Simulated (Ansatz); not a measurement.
SiC (Moissanite 6H):

```
Si C
1.0
     3.09500    0.00000    0.00000
    -1.54750    2.68035    0.00000
     0.00000    0.00000   15.17000
Si C
6 6
Direct
  0.66667 0.33333 0.45830
  0.33333 0.66667 0.95830
  0.66667 0.33333 0.79170
  0.33333 0.66667 0.29170
  0.00000 0.00000 0.62500
  0.00000 0.00000 0.12500
  0.66667 0.33333 0.33330
  0.33333 0.66667 0.83330
  0.66667 0.33333 0.66670
  0.33333 0.66667 0.16670
  0.00000 0.00000 0.50000
  0.00000 0.00000 0.00000
```

Base run:

```yaml
Program: Ansatz 0.2.0
Functional: revPBE
Potentials_or_basis: Ansatz PAW
Cutoff: "420 eV (not typed: the program's choice for these potentials)"
k_mesh: 10 × 10 × 2
Occupations: fermi-dirac, width 0.05 eV
Spin: no spin polarisation
```

Its results: band gap on the k mesh 2.03 eV, indirect (least direct gap 3.13 eV); pressure 2.6 GPa; largest force 0.141 eV/Å.

Problem. After a change of settings the same cell gave: band gap on the k mesh 2.04 eV, indirect (least direct gap 3.13 eV); pressure 3.4 GPa; largest force 0.141 eV/Å. Which change was it?
A. functional from revPBE to PBE
B. functional from revPBE to RPBE
C. functional from revPBE to PBE; occupations from fermi-dirac, width 0.05 eV to gaussian, width 0.015 eV
D. functional from revPBE to r2SCAN; cutoff from 420 eV (not typed: the program's choice for these potentials) to 500 eV (not typed: the program's choice for these potentials)

Solution. B.

Caveats: the PAW data sets come from PBE, with cores solved anew for the run's functional, which leaves a small shift of forces and pressure.
